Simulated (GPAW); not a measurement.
The system is PtSe2 (Sudovikovite).

```
Pt Se
1.0
     3.72400    0.00000    0.00000
    -1.86200    3.22508    0.00000
     0.00000    0.00000    5.06200
Pt Se
1 2
Direct
  0.00000 0.00000 0.00000
  0.66667 0.33333 0.75000
  0.33333 0.66667 0.25000
```

Base run:

| Quantity | Value |
| --- | --- |
| Program | GPAW 26.7.0 |
| Functional | M06-L |
| Potentials or basis | GPAW PAW data sets (gpaw-data 1.2.1) |
| Cutoff | 600 eV |
| Basis | pw |
| k mesh | 6 × 6 × 4 |
| Occupations | fermi-dirac, width 0.05 eV |
| Spin | spin-orbit coupling, no magnetisation |

Its results: pressure 8.6 GPa; largest force 0.448 eV/Å.

The run is repeated on the same cell with these changes: functional from M06-L to rSCAN; band points from 100 to 80. What comes out?

Pressure 5.1 GPa; largest force 0.389 eV/Å.

Caveats: spin-orbit coupling was added after a scalar SCF, so levels and gaps hold it while energy, forces, pressure and moments don't; the PAW data sets were made with another functional, which shifts forces and pressure a little.

Not every run made on this cell is shown here.
